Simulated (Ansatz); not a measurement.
**MoP: how the settings move a single-point run**

Question: which choices in the input matter for MoP?

Method: reference: DFT, PBEsol, PAW with Ansatz's default frozen-core files, scalar-relativistic; levels and slopes on a fine mesh, independent-particle optical spectra, in Ansatz 0.2.0.

### 1 Starting point

The structure is hexagonal, space group P-6m2 (No. 187). The conventional cell has a = 3.207 Å, b = 3.207 Å, c = 3.173 Å, α = 90.00°, β = 90.00°, γ = 120.00°. Mo (site symmetry -6m2) has 6 P at 2.44 Å as nearest neighbours. P (site symmetry -6m2) is surrounded by 6 Mo at 2.44 Å.

Structure file:

```cif
data_structure
_symmetry_space_group_name_H-M 'P-6m2'
_symmetry_Int_Tables_number 187
_cell_length_a 3.2073
_cell_length_b 3.2073
_cell_length_c 3.1726
_cell_angle_alpha 90.000
_cell_angle_beta 90.000
_cell_angle_gamma 120.000
_cell_volume 28.26
loop_
_atom_site_label
_atom_site_type_symbol
_atom_site_symmetry_multiplicity
_atom_site_Wyckoff_symbol
_atom_site_fract_x
_atom_site_fract_y
_atom_site_fract_z
_atom_site_occupancy
Mo1 Mo 1 a 0.00000 0.00000 0.00000 1
P1 P 1 d 0.33333 0.66667 0.50000 1
```

### 2 Baseline

File input.yaml:

```yaml
crystal:
  lattice:
    - [3.20730853427, 0.0, 0.0]
    - [-1.60365426714, 2.77761066845, 0.0]
    - [0.0, 0.0, 3.17263152417]
  atoms:
    - { symbol: Mo, position: [0.0, 0.0, 0.0] }
    - { symbol: P, position: [0.333333333333, 0.666666666667, 0.5] }
kpoints:
  mp_grid: { grid: [14, 14, 12] }
scf:
  occupations: { method: fermi_dirac, width: 0.08 }
hamiltonian:
  xc: pbesol
  pseudopotentials: { kind: paw }
output:
  forces: true
  stress: true
  eigenvalues: true
  eigenstates:
    nscf_kmesh: { grid: [20, 20, 16] }
    de_dk: true
    e_range: [-14, 14]
  optics:
    e_range: [0, 30]
    de: 0.2
    sigma: 0.25
    bands: { spectra_wanted_up_to: 30 }
    nscf_kmesh: { grid: [20, 20, 16] }
    drude_damping: 0.2
checkpoint:
  write: ck
  write_wavefunctions: false
```

Started as:

```console
ansatz run input.yaml --threads 1 --pin off --max-ram 3072MiB --backend cpu --events-out ev --progress --plain --runs-dir out
```

### 3 Changed: n_extra_bands 4, dispersion d4

input.yaml, as its differences from that of step 2:

```diff
@@ -12,2 +12,3 @@
   occupations: { method: fermi_dirac, width: 0.08 }
+  n_extra_bands: 4
 hamiltonian:
@@ -15,2 +16,3 @@
   pseudopotentials: { kind: paw }
+  dispersion: d4
 output:
```

### 4 Changing settings: ecutrho_ratio 6

input.yaml, as its differences from that of step 2:

```diff
@@ -33 +33,3 @@
   write_wavefunctions: false
+basis:
+  ecutrho_ratio: 6
```

Before running it: what results should come out? Wanted: for each run, ending; energy change; pressure; gap; force.

**Answer**, as computed:

| run | ending | energy change | pressure (GPa) | gap (eV) | force (eV/Å) | cycles | time |
| --- | --- | --- | --- | --- | --- | --- | --- |
| reference | converged | 0 | 0.0 | 0.00 | 0.00 | - | 2.2 min |
| 1: n_extra_bands 4, dispersion d4 | converged | -344.6 meV/atom (offset of the dispersion model) | -3.5 | 0.00 | 0.00 | 7 | 2.2 min |
| 2: ecutrho_ratio 6 | converged | 0.0 meV/atom | 0.0 | 0.00 | 0.00 | 7 | 2.2 min |

Residual by cycle in the longest SCF loop of each run; runs are numbered as in the table. The quantity is the density residual dr2, in eV.

```
cycle  reference    run 1    run 2
    1    0.00668  0.00668  0.00668
    2    0.00243  0.00243  0.00243
    3     9.2e-6   9.2e-6   9.2e-6
    4     3.5e-7   3.5e-7   3.4e-7
    5     9.0e-9   9.0e-9   9.5e-9
    6    3.2e-10  3.2e-10  3.1e-10
    7    4.4e-12  4.4e-12  4.1e-12
```

What this shows: «ecutrho_ratio 6» leaves the energy as it was. The pressure spans -3.5 to 0.0 GPa over the reference and the converged variants. The reference leaves spin out although Mo can carry a moment, so its state need not be the lowest.
